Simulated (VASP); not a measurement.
A VASP 6.6.1 single-point calculation on AlN

INCAR

```
LASPH = .TRUE.
PREC = Accurate
LWAVE = .FALSE.
NELM = 57
ISYM = -1
NBANDS = 11
LREAL = .FALSE.
EDIFF = 1E-7
IBRION = -1
SIGMA = 0.005
NSW = 0
ALGO = Normal
ENCUT = 520
METAGGA = R2SCAN
ISIF = 2
ISMEAR = -1
LCHARG = .FALSE.
```

KPOINTS

```
KPOINTS created by Atomic Simulation Environment
0
Gamma
3 3 3
0 0 0
```

POSCAR

```
Al N
 1.0000000000000000
     0.0000000000000000    2.0188684454136765    2.0188684454136765
     2.0188684454136765    0.0000000000000000    2.0188684454136765
     2.0188684454136765    2.0188684454136765    0.0000000000000000
 Al  N
   1   1
Cartesian
 -0.0000000000000000 -0.0000000000000000  0.0000000000000000
  2.0188684454136760  2.0188684454136760  2.0188684454136760
```

The recommended PBE PAW datasets give the neutral cell 8 valence electrons.

Command

```
mpirun -np 1 vasp_std
```

Question: How does this run end, and what does it give?

Answer: It converged. Results: gap between bands v and c on the k mesh 6.55 eV; least direct gap on the k mesh 6.55 eV; pressure 0.6 GPa. Band v is the last that the valence electrons fill when counted band by band, and c is the next.

OSZICAR

```
N       E                     dE             d eps       ncg     rms          rms(c)
DAV:   1     0.694212092622E+01    0.69421E+01   -0.42861E+03   626   0.655E+02
DAV:   2    -0.215226350869E+02   -0.28465E+02   -0.27104E+02   703   0.148E+02
DAV:   3    -0.223457005826E+02   -0.82307E+00   -0.82209E+00   698   0.236E+01
DAV:   4    -0.223492784963E+02   -0.35779E-02   -0.35778E-02   669   0.165E+00
DAV:   5    -0.223493127679E+02   -0.34272E-04   -0.34271E-04   675   0.153E-01    0.818E+00
DAV:   6    -0.184512123281E+02    0.38981E+01   -0.59151E+00   636   0.130E+01    0.357E+00
DAV:   7    -0.185108728930E+02   -0.59661E-01   -0.47761E-01   633   0.468E+00    0.210E+00
DAV:   8    -0.185319511708E+02   -0.21078E-01   -0.35513E-02   597   0.147E+00    0.296E-01
DAV:   9    -0.185316525063E+02    0.29866E-03   -0.14390E-03   702   0.249E-01    0.105E-01
DAV:  10    -0.185317393771E+02   -0.86871E-04   -0.15243E-04   627   0.101E-01    0.559E-02
DAV:  11    -0.185317496965E+02   -0.10319E-04   -0.47254E-05   696   0.393E-02    0.689E-03
DAV:  12    -0.185317502821E+02   -0.58559E-06   -0.13294E-06   666   0.980E-03    0.448E-03
DAV:  13    -0.185317488167E+02    0.14654E-05   -0.87989E-08   457   0.203E-03    0.196E-03
DAV:  14    -0.185317482891E+02    0.52763E-06   -0.48123E-08   297   0.148E-03    0.774E-04
DAV:  15    -0.185317482296E+02    0.59474E-07   -0.24989E-09   297   0.573E-04
   1 F= -.18531748E+02 E0= -.18531748E+02  d E =-.671349E-13
```

These settings aren't sound, so the numbers aren't properties of the crystal.

On sound settings r²SCAN gives a gap of 5.53 eV on its mesh and a pressure of -0.8 GPa for the intended cell.
